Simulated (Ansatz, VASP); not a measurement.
# Cr in VASP and in Ansatz

```xyz
1
Lattice="-1.4243 1.4243 1.4243 1.4243 -1.4243 1.4243 1.4243 1.4243 -1.4243" Properties=species:S:1:pos:R:3 pbc="T T T"
Cr    0.0000    0.0000    0.0000
```

Alike in both runs: task single point; functional PBE; k mesh 15 × 15 × 15; occupations methfessel-paxton of order 1, width 0.03 eV; no spin polarisation.

|  | VASP | Ansatz |
| --- | --- | --- |
| version | VASP 6.6.1 | Ansatz 0.2.0 |
| potentials or method | VASP PAW PBE potentials, release 64 (Cr_pv) | plane waves (420 eV) with PAW, scalar-relativistic |
| plane-wave cutoff (eV) | 520 | 420 |
| valence electrons in the cell | 12 | 14 |

Ansatz gave:

* pressure (GPa): -0.3

Task: Which values does VASP return?

Result: Pressure (GPa): -0.9.

With one functional, cell and mesh, what is left measures potentials, basis and numerics. The two sets of potentials don't hold the same shells in valence.

Caveats: the run has no spin polarisation, though such a crystal can be magnetic. Spin polarisation is off, so any magnetic state and its effect on volume and gap are missing.
